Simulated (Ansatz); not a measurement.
Space group P2/m (No. 10). a = 4.593 Å, b = 3.305 Å, c = 5.912 Å, α = 90.00°, β = 101.68°, γ = 90.00°
| atom | site | symmetry | x | y | z |
| --- | --- | --- | --- | --- | --- |
| P | 2m | m | 0.5408 | 0.0000 | 0.8172 |
| P | 2n | m | 0.1342 | 0.5000 | 0.1830 |

Equation of state of this P structure (not necessarily the ground state), with shape and atoms relaxed at each volume where symmetry leaves them free. All numbers below come from DFT PBE, scalar-relativistic, plane waves, PAW (Ansatz).

Plane waves to 420 eV, a k mesh through Γ of 8×10×6 on the computed 4-atom cell and Gaussian smearing (0.01 eV); no spin polarisation.

```
V (Å³/atom)  E − E(largest V) (meV/atom)  P (GPa)  gap on mesh (eV)
     19.336                         9.38     1.69              0.00
     19.995                         3.59     1.16              0.02
     20.655                        -0.02     0.63              0.14
     21.314                        -1.74     0.25              0.23
     21.973                        -2.21     0.00              0.31
     22.632                        -1.88    -0.14              0.38
     23.291                        -1.16    -0.20              0.44
     24.170                         0.00    -0.22              0.51
```

Q: Fit a third-order Birch–Murnaghan equation, E = E0 + (9V0B0/16)·[(x − 1)³B0' + (x − 1)²(6 − 4x)] with x = (V0/V)^(2/3), to E(V).

A: V0 = 22.02 Å³/atom, B0 = 6 GPa, B0' = 15.5. B0' is unusual or poorly fixed by this range.

The cell holds layers, chains or molecules and no dispersion correction was added, so their binding is poorly described.

The slope of the tabulated pressures gives B = 7 GPa at V0, so the fit is only rough here.

The cell was found from a structure generator's guess, not taken from experiment.
